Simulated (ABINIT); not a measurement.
# HgTe (Coloradoite) (F-43m) in ABINIT: further runs

Aim: see how the results for HgTe (Coloradoite) move with the level of theory and the settings. Levels: PBE, LDA. Tasks: single point, relaxation of cell and atoms.

Everything below comes from runs of ABINIT 10.8.3 (patched build). Logs are shortened: lines on timing, memory, paths and dates and some standing lists are left out, and cuts for length are marked. The log counts tension as positive stress, the text compression.

**1. The structure**

It takes space group F-43m (No. 216, cubic). Conventional cell: a = 6.429 Å, b = 6.429 Å, c = 6.429 Å, α = 90.00°, β = 90.00°, γ = 90.00°. Hg (site symmetry -43m) has 4 Te at 2.78 Å as nearest neighbours. Around Te (site symmetry -43m) lie 4 Hg at 2.78 Å.

**2. Single point, PBE**

run.abi

```
pp_dirpath "./"
pseudos "Hg.upf, Te.upf"

acell 3*1.0
rprim
     0.0000000000     6.0745246276     6.0745246276
     6.0745246276     0.0000000000     6.0745246276
     6.0745246276     6.0745246276     0.0000000000
ntypat 2
znucl 80 52
natom 2
typat 1 2
xred
     0.0000000000     0.0000000000     0.0000000000
     0.7500000000     0.7500000000     0.7500000000

ecut 952.398519 eV

kptopt 1
ngkpt 5 5 5
nshiftk 1
shiftk 0.0 0.0 0.0

ixc 11

nband 22
occopt 3
tsmear 0.05 eV

nstep 100
tolvrs 1.0e-10

iomode 3
prtwf 0
prteig 0
prtebands 0
enunit 2
prtvol 2
prtden 1
prtvha 1
prtvclmb 1
prtpot 1
prtelf 1
```

Potentials or basis: PseudoDojo NC SR PBE v0.4.1 standard.

The run is started by

```bash
$ abinit run.abi > log 2>&1
```

run.abo:

```text
.Version 10.8.3 of ABINIT
 Symmetries : space group F-4 3 m (#216); Bravais cF (face-center cubic)
================================================================================
 Values of the parameters that define the memory need of the present run
     intxc =       0    ionmov =       0      iscf =       7    lmnmax =       7
     lnmax =       7     mgfft =      48  mpssoang =       4    mqgrid =    3001
     natom =       2  nloc_mem =       1    nspden =       1   nspinor =       1
    nsppol =       1      nsym =      24    n1xccc =    2501    ntypat =       2
    occopt =       3   xclevel =       2
       mpw =        4461          nfft =      110592          nkpt =          10
================================================================================
================================================================================

--------------------------------------------------------------------------------
------------- Echo of variables that govern the present computation ------------
--------------------------------------------------------------------------------
 -outvars: echo values of preprocessed input variables --------
            acell      1.0000000000E+00  1.0000000000E+00  1.0000000000E+00 Bohr
              amu      2.00590000E+02  1.27600000E+02
             ecut      3.50000000E+01 Hartree
           enunit           2
              ixc          11
         kptrlatt        5    0    0      0    5    0      0    0    5
          kptrlen      4.29533756E+01
            natom           2
            nband          22
            ngfft          48      48      48
             nkpt          10
            nstep         100
             nsym          24
           ntypat           2
           occopt           3
        prtebands           0
           prteig           0
           prtelf           1
           prtpot           1
         prtvclmb           1
           prtvha           1
           prtvol           2
            prtwf           0
            rprim      0.0000000000E+00  6.0745246276E+00  6.0745246276E+00
                       6.0745246276E+00  0.0000000000E+00  6.0745246276E+00
                       6.0745246276E+00  6.0745246276E+00  0.0000000000E+00
          spgroup         216
           tolvrs      1.00000000E-10
           tsmear      1.83746611E-03 Hartree
            typat      1  2
           xangst      0.0000000000E+00  0.0000000000E+00  0.0000000000E+00
                       4.8217499967E+00  4.8217499967E+00  4.8217499967E+00
            xcart      0.0000000000E+00  0.0000000000E+00  0.0000000000E+00
                       9.1117869414E+00  9.1117869414E+00  9.1117869414E+00
             xred      0.0000000000E+00  0.0000000000E+00  0.0000000000E+00
                       7.5000000000E-01  7.5000000000E-01  7.5000000000E-01
            znucl       80.00000   52.00000

================================================================================

 chkinp: Checking input parameters for consistency.

================================================================================
== DATASET  1 ==================================================================

--- !DatasetInfo
iteration_state: {dtset: 1, }
dimensions: {natom: 2, nkpt: 10, mband: 22, nsppol: 1, nspinor: 1, nspden: 1, mpw: 4461, }
cutoff_energies: {ecut:  35.0, pawecutdg:  -1.0, }
electrons: {nelect:   3.60000000E+01, charge:   0.00000000E+00, occopt:   3.00000000E+00, tsmear:   1.83746611E-03, }
meta: {optdriver: 0, ionmov: 0, optcell: 0, iscf: 7, paral_kgb: 0, }
...

 Exchange-correlation functional for the present dataset will be:
  GGA: Perdew-Burke-Ernzerhof functional - ixc=11
  J.P.Perdew, K.Burke, M.Ernzerhof, PRL 77, 3865 (1996)

 Real(R)+Recip(G) space primitive vectors, cartesian coordinates (Bohr,Bohr^-1):
 R(1)=  0.0000000  6.0745246  6.0745246  G(1)= -0.0823110  0.0823110  0.0823110
 R(2)=  6.0745246  0.0000000  6.0745246  G(2)=  0.0823110 -0.0823110  0.0823110
 R(3)=  6.0745246  6.0745246  0.0000000  G(3)=  0.0823110  0.0823110 -0.0823110
 Unit cell volume ucvol=  4.4829809E+02 bohr^3
 Angles (23,13,12)=  6.00000000E+01  6.00000000E+01  6.00000000E+01 degrees

 getcut: wavevector=  0.0000  0.0000  0.0000  ngfft=  48  48  48
         ecut(hartree)=     35.000   => boxcut(ratio)=   2.09804

--- Pseudopotential description ------------------------------------------------
- pspini: atom type   1  psp file is ./Hg.upf
[... 121 lines left out ...]
  9.61E-17 9.63E-17 1.87E-15 1.11E-15 5.90E-08 3.46E-14
  -0.4000  0.4000  0.0000    1  1.00634E-06 kpt; spin; max resid(k); each band:
  2.83E-18 1.46E-17 1.90E-17 2.01E-17 2.55E-18 2.34E-18 3.22E-18 1.91E-18
  2.89E-18 5.58E-17 1.28E-16 3.71E-17 1.40E-16 1.37E-17 1.38E-16 7.51E-17
  1.02E-15 1.20E-16 2.45E-15 2.54E-15 3.02E-10 1.01E-06
  -0.4000  0.4000  0.2000    1  5.08478E-09 kpt; spin; max resid(k); each band:
[... 53 lines left out ...]
  -4.04627   -2.14748   -2.14748   -2.14748   -1.16647   -1.16645   -1.16643   -1.16615
  -1.16614   -0.23094   -0.07917   -0.07810   -0.07059   -0.06648   -0.05206   -0.00821
   0.08385    0.10929    0.29146    0.34185    0.37586    0.45925
      occupation numbers for kpt#  10
   2.00000    2.00000    2.00000    2.00000    2.00000    2.00000    2.00000    2.00000
   2.00000    2.00000    2.00000    2.00000    2.00000    2.00000    2.00000    2.00000
   2.00000    2.00000    0.00000    0.00000    0.00000    0.00000
 Fermi (or HOMO) energy (eV) =   5.10820   Average Vxc (eV)=  -9.35246
 Eigenvalues (   eV  ) for nkpt=  10  k points:
 kpt#   1, nband= 22, wtk=  0.00800, kpt=  0.0000  0.0000  0.0000 (reduced coord)
-110.10449  -58.43584  -58.43584  -58.43584  -31.74075  -31.74075  -31.74075  -31.73264
 -31.73264   -7.03051   -2.36838   -2.36838   -2.36838   -1.81939   -1.81939    4.38269
   5.07336    5.07336    5.07336    9.29251    9.29251    9.29251
 kpt#   2, nband= 22, wtk=  0.06400, kpt=  0.2000  0.0000  0.0000 (reduced coord)
-110.10449  -58.43588  -58.43584  -58.43584  -31.74089  -31.74066  -31.74066  -31.73255
 -31.73255   -6.83854   -2.31717   -2.31717   -2.27979   -1.82203   -1.82203    2.28587
   4.67024    4.67024    5.94662    9.56292    9.79419    9.79419
 kpt#   3, nband= 22, wtk=  0.06400, kpt=  0.4000  0.0000  0.0000 (reduced coord)
-110.10449  -58.43596  -58.43586  -58.43586  -31.74114  -31.74051  -31.74051  -31.73247
 -31.73247   -6.49910   -2.24950   -2.24950   -1.80307   -1.80307   -1.78612    0.02349
   4.13771    4.13771    5.82010   10.11319   10.11319   11.63361
 kpt#   4, nband= 22, wtk=  0.04800, kpt=  0.2000  0.2000  0.0000 (reduced coord)
-110.10449  -58.43589  -58.43585  -58.43585  -31.74108  -31.74058  -31.74058  -31.73262
 -31.73243   -6.77337   -2.33273   -2.26109   -2.26109   -1.84904   -1.79648    2.24784
   4.07153    4.07153    6.88494    8.16640   10.69913   10.69913
 kpt#   5, nband= 22, wtk=  0.19200, kpt=  0.4000  0.2000  0.0000 (reduced coord)
[... 8 lines left out ...]
-110.10449  -58.43592  -58.43588  -58.43585  -31.74099  -31.74059  -31.74056  -31.73250
 -31.73245   -6.59183   -2.25596   -2.23756   -2.09572   -1.84268   -1.78095    1.09830
   3.08198    4.39830    6.92628    9.73027   10.18956   10.26369
 kpt#   8, nband= 22, wtk=  0.04800, kpt=  0.4000  0.4000  0.0000 (reduced coord)
-110.10449  -58.43596  -58.43588  -58.43588  -31.74163  -31.74029  -31.74029  -31.73272
 -31.73216   -6.31312   -2.20624   -2.05250   -2.05250   -1.75910   -1.61025    0.09898
   2.90877    2.90877    6.98034    7.68889   12.76471   13.24934
 kpt#   9, nband= 22, wtk=  0.09600, kpt= -0.4000  0.4000  0.0000 (reduced coord)
-110.10449  -58.43596  -58.43591  -58.43588  -31.74144  -31.74041  -31.74028  -31.73260
 -31.73215   -6.23733   -2.17341   -2.05120   -1.96756   -1.77912   -1.25335   -0.49560
   2.19934    2.99440    7.26367    8.63565   12.28014   12.71304
 kpt#  10, nband= 22, wtk=  0.19200, kpt= -0.4000  0.4000  0.2000 (reduced coord)
-110.10449  -58.43595  -58.43591  -58.43588  -31.74120  -31.74069  -31.74031  -31.73256
 -31.73227   -6.28423   -2.15427   -2.12531   -1.92072   -1.80897   -1.41663   -0.22334
   2.28169    2.97392    7.93109    9.30211   10.22760   12.49681
 Total charge density [el/Bohr^3]
)     Maximum=    1.7836E+00  at reduced coord.    0.9583    0.9583    0.9792
)Next maximum=    1.7836E+00  at reduced coord.    0.1042    0.9583    0.9792
)     Minimum=    9.9815E-05  at reduced coord.    0.7500    0.7500    0.7500
)Next minimum=    1.1006E-03  at reduced coord.    0.2500    0.2500    0.2500
   Integrated=    3.6000E+01

--- !EnergyTerms
iteration_state     : {dtset: 1, }
comment             : Components of total free energy in Hartree
kinetic             :  1.04639852884459E+02
hartree             :  8.17492790599928E+01
xc                  : -5.22614643822948E+01
Ewald energy        : -1.44904694494081E+02
psp_core            :  5.39646724815221E+00
local_psp           : -2.42783119981445E+02
non_local_psp       : -2.33226731360586E+01
internal            : -2.71486352801275E+02
'-kT*entropy'       : -5.68153162886401E-05
total_energy        : -2.71486409616592E+02
total_energy_eV     : -7.38752155261169E+03
band_energy         : -3.33207865142878E+01
...

 Cartesian components of stress tensor (hartree/bohr^3)
  sigma(1 1)= -1.58229726E-04  sigma(3 2)=  0.00000000E+00
  sigma(2 2)= -1.58229726E-04  sigma(3 1)=  0.00000000E+00
  sigma(3 3)= -1.58229726E-04  sigma(2 1)=  0.00000000E+00

-Cartesian components of stress tensor (GPa)         [Pressure=  4.6553E+00 GPa]
- sigma(1 1)= -4.65527926E+00  sigma(3 2)=  0.00000000E+00
- sigma(2 2)= -4.65527926E+00  sigma(3 1)=  0.00000000E+00
- sigma(3 3)= -4.65527926E+00  sigma(2 1)=  0.00000000E+00

== END DATASET(S) ==============================================================
================================================================================

 -outvars: echo values of variables after computation  --------
            acell      1.0000000000E+00  1.0000000000E+00  1.0000000000E+00 Bohr
           etotal     -2.7148640962E+02
            fcart     -1.0908559945E-29 -1.0908559945E-29  3.3071983326E-29
                       1.0908559945E-29  1.0908559945E-29 -3.3071983326E-29
            rprim      0.0000000000E+00  6.0745246276E+00  6.0745246276E+00
                       6.0745246276E+00  0.0000000000E+00  6.0745246276E+00
                       6.0745246276E+00  6.0745246276E+00  0.0000000000E+00
           strten     -1.5822972589E-04 -1.5822972589E-04 -1.5822972589E-04
                       0.0000000000E+00  0.0000000000E+00  0.0000000000E+00
           xangst      0.0000000000E+00  0.0000000000E+00  0.0000000000E+00
                       4.8217499967E+00  4.8217499967E+00  4.8217499967E+00
             xred      0.0000000000E+00  0.0000000000E+00  0.0000000000E+00
                       7.5000000000E-01  7.5000000000E-01  7.5000000000E-01
 Calculation completed.
```

Run time: 37 s. Hardware: 1 thread of Arm Neoverse V2, shared host; peak memory 0.1 GiB.

Results:

* Free energy: -7387.5216 eV
* Pressure: 4.7 GPa
* Band gap on the k mesh: none (metal or under the smearing width)
* Valence electrons inside the program's atomic spheres: Hg 16.51; Te 11.94

Levels at points of the mesh, in eV from the Fermi level:
```tsv
k point	band 16	band 17	band 18	band 19	band 20	band 21
(0.00, 0.00, 0.00)	-0.73	-0.03	-0.03	-0.03	4.18	4.18
```

The run has no spin-orbit coupling, so splittings on Hg, Te are missing.

**3. Single point, LDA**

run.abi

```
# Pseudopotentials
pp_dirpath "./"
pseudos "Hg_sc.hgh, Te.hgh"

# Structure
acell 3*1.0
rprim
     0.0000000000     6.0745246276     6.0745246276
     6.0745246276     0.0000000000     6.0745246276
     6.0745246276     6.0745246276     0.0000000000
ntypat 2
znucl 80 52
natom 2
typat 1 2
xred
     0.0000000000     0.0000000000     0.0000000000
     0.7500000000     0.7500000000     0.7500000000

# Plane-wave basis
ecut 27.0

# k points
kptopt 1
ngkpt 5 5 5
nshiftk 1
shiftk 0.0 0.0 0.0

# Exchange and correlation
ixc 7

# Bands and occupations
nband 13
occopt 3
tsmear 0.00183747

# SCF cycle
nstep 100
tolvrs 1.0e-10

# Output
iomode 3
prtwf 0
prtden 0
prteig 0
prtebands 0
enunit 1
```

Potentials or basis: HGH LDA semicore.

The run is started by

```bash
$ abinit run.abi > log 2>&1
```

Wall time 12 s (1 thread of Arm Neoverse V2, shared host); peak memory 0.07 GiB.

Results (log left out):

```yaml
Free_energy: -1345.0575 eV
Pressure: 0.6 GPa
Band_gap_on_the_k_mesh: none (metal or under the smearing width)
Valence_electrons_inside_the_program's_atomic_spheres: Hg 8.58; Te 2.16
```

Levels at points of the mesh, in eV from the Fermi level:
| k point | band 6 | band 7 | band 8 | band 9 | band 10 | band 11 | band 12 | band 13 |
| --- | --- | --- | --- | --- | --- | --- | --- | --- |
| (0.00, 0.00, 0.00) | -6.94 | -0.91 | -0.03 | -0.03 | -0.03 | 4.09 | 4.09 | 4.09 |

Caveat: HGH potentials are hard and often keep d shells in the core, so these values are rough.

**4. Relaxation of cell and atoms, LDA**

run.abi

```
# Pseudopotentials
pp_dirpath "./"
pseudos "Hg.upf, Te.upf"

# Structure
acell 3*1.0 Angstrom
rprim
     0.0000000000     3.2145000000     3.2145000000
     3.2145000000     0.0000000000     3.2145000000
     3.2145000000     3.2145000000     0.0000000000
ntypat 2
znucl 80 52
natom 2
typat 1 2
chkprim 0
chksymtnons 0
tolsym 1.0e-6
xred
            0.0            0.0            0.0
            3/4            3/4            3/4

# Plane-wave basis
ecut 1088.455450 eV
ecutsm 0.5

# k points
kptopt 1
ngkpt 5 5 5
nshiftk 1
shiftk 0.0 0.0 0.0

# Exchange and correlation
ixc 7

# Bands and occupations
nband 22
occopt 3
tsmear 0.05 eV

# SCF cycle
nstep 80
tolvrs 1.0e-12

# Output
iomode 3
prteig 0
prtebands 0
prtwf 0
prtden 0

# Relaxation
ionmov 2
optcell 2
ntime 50
tolmxf 2.0e-5
dilatmx 1.08
```

Potentials or basis: PseudoDojo NC SR LDA v0.4.1 standard.

The run is started by

```bash
$ mpirun --bind-to none -np 4 abinit run.abi > log 2>&1
```

Run time: 46 s. Hardware: 4 MPI ranks of Intel Xeon 6975P-C (Granite Rapids), shared host; peak memory 0.4 GiB.

The run converged. Its results:

```
Free energy                            : -7384.0847 eV
Relaxed volume                         : 33.46 Å³/atom
Relaxed cell                           : a = 4.557 Å, b = 4.557 Å, c = 4.557 Å, α = 60.00°, β = 60.00°, γ = 60.00°
Space group after relaxing (to 0.05 Å) : F-43m (No. 216)
Energy gained by relaxing              : 0.3 meV/atom
Ionic steps                            : 3
Pressure after relaxing                : 0.0 GPa
Band gap on the k mesh                 : none (metal or under the smearing width)
```

The path:
| step | energy change (eV) | largest force (eV/Å) | pressure (GPa) | volume (Å³) |
| --- | --- | --- | --- | --- |
| 1 | 0.0000 | 0.0000 | 0.36 | 66.43 |
| 2 | -0.0002 | 0.0000 | 0.30 | 66.50 |
| 3 | -0.0006 | 0.0000 | 0.00 | 66.92 |

Final structure:
```
Hg Te
1.0
     0.00000    3.22243    3.22243
     3.22243    0.00000    3.22243
     3.22243    3.22243    0.00000
Hg Te
1 1
Direct
  0.00000 0.00000 0.00000
  0.75000 0.75000 0.75000
```

Spin-orbit coupling is left out, which matters for the levels of Hg, Te.

**5. Single point, LDA (cell relaxed)**

run.abi

```
# Pseudopotentials
pp_dirpath "./"
pseudos "Hg.upf, Te.upf"

# Structure
acell 4.5572090323 4.5572090323 4.5572090323 Angstrom
rprim
     0.0000000000     0.7071067812     0.7071067812
     0.7071067812     0.0000000000     0.7071067812
     0.7071067812     0.7071067812     0.0000000000
ntypat 2
znucl 80 52
natom 2
typat 1 2
xred
     0.0000000000     0.0000000000     0.0000000000
     0.7500000000     0.7500000000     0.7500000000
chkprim 0
chksymtnons 0
tolsym 1.0e-6

# Plane-wave basis
ecut 40.0

# k points
kptopt 1
ngkpt 5 5 5
nshiftk 1
shiftk 0.0 0.0 0.0

# Exchange and correlation
ixc 7

# Bands and occupations
nband 22
occopt 3
tsmear 0.00183747

# SCF cycle
nstep 100
tolvrs 1.0e-10

# Output
iomode 3
prtwf 0
prteig 0
prtebands 0
prtden 1
prtvha 1
prtvclmb 1
prtpot 1
prtelf 1
```

The run is started by

```bash
$ mpirun --bind-to none -np 4 abinit run.abi > log 2>&1
```

Wall time 15 s (4 MPI ranks of Intel Xeon 6975P-C (Granite Rapids), shared host); peak memory 0.32 GiB.

Results (log left out):

- Free energy: -7384.0848 eV
- Pressure: 0.0 GPa
- Band gap on the k mesh: none (metal or under the smearing width)
- Valence electrons inside the program's atomic spheres: Hg 16.48; Te 11.99

Levels at points of the mesh, in eV from the Fermi level:
```csv
k point,band 15,band 16,band 17,band 18,band 19,band 20,band 21,band 22
"(0.00, 0.00, 0.00)",-6.88,-0.95,-0.03,-0.03,-0.03,4.14,4.14,4.14
```

**6. Single point, LDA**

run.abi

```
pp_dirpath "./"
pseudos "Hg.upf, Te.upf"

acell 3*1.0
rprim
     0.0000000000     6.0745246276     6.0745246276
     6.0745246276     0.0000000000     6.0745246276
     6.0745246276     6.0745246276     0.0000000000
ntypat 2
znucl 80 52
natom 2
typat 1 2
xred
     0.0000000000     0.0000000000     0.0000000000
     0.7500000000     0.7500000000     0.7500000000

ecut 35.0

kptopt 1
ngkpt 5 5 5
nshiftk 1
shiftk 0.0 0.0 0.0

ixc 7

nband 22
occopt 3
tsmear 0.05 eV

nstep 100
tolvrs 1.0e-10

iomode 3
prtwf 0
prtden 0
prteig 0
prtebands 0
enunit 1
prtvol 2
```

Potentials or basis: PseudoDojo NC SR LDA v0.4.1 standard.

The run is started by

```bash
$ abinit run.abi > log 2>&1
```

It took 96 s on 1 thread of Intel Xeon at 2.50GHz (Skylake/Cascade Lake), shared host; peak memory 0.09 GiB.

Results (log left out):

```yaml
Free_energy: -7384.0821 eV
Pressure: 0.2 GPa
Band_gap_on_the_k_mesh: none (metal or under the smearing width)
Valence_electrons_inside_the_program's_atomic_spheres: Hg 16.50; Te 11.95
```

Levels at points of the mesh, in eV from the Fermi level:
```csv
k point,band 14,band 15,band 16,band 17,band 18,band 19,band 20,band 21,band 22
"(0.00, 0.00, 0.00)",-6.91,-6.91,-0.93,-0.03,-0.03,-0.03,4.13,4.13,4.13
```

The run has no spin-orbit coupling, so splittings on Hg, Te are missing.

**7. Overview**

| task | level | potentials or basis | cell | cutoff (eV) | cell freedom (optcell) | optimiser (ionmov) | cutoff smearing ecutsm (Ha) | force stop (Ha/bohr) | gap on the mesh (eV) | pressure (GPa) |
| --- | --- | --- | --- | --- | --- | --- | --- | --- | --- | --- |
| single point | PBE | PseudoDojo NC SR PBE v0.4.1 standard | as given | 952 | - | - | - | - | none | 4.7 |
| relaxation of cell and atoms | LDA | PseudoDojo NC SR LDA v0.4.1 standard | relaxed | 1088 | 2 | 2 | 0.5 | 2e-05 | none | 0.0 |
| single point | LDA | PseudoDojo NC SR LDA v0.4.1 standard | cell relaxed | 1088 | - | - | - | - | none | 0.0 |
| single point | LDA | PseudoDojo NC SR LDA v0.4.1 standard | as given | 952 | - | - | - | - | none | 0.2 |

Alike in all rows: no spin polarisation; k mesh 5 × 5 × 5; smearing fermi-dirac 0.05 eV.

Absolute energies hang on the potentials; compare differences alone.
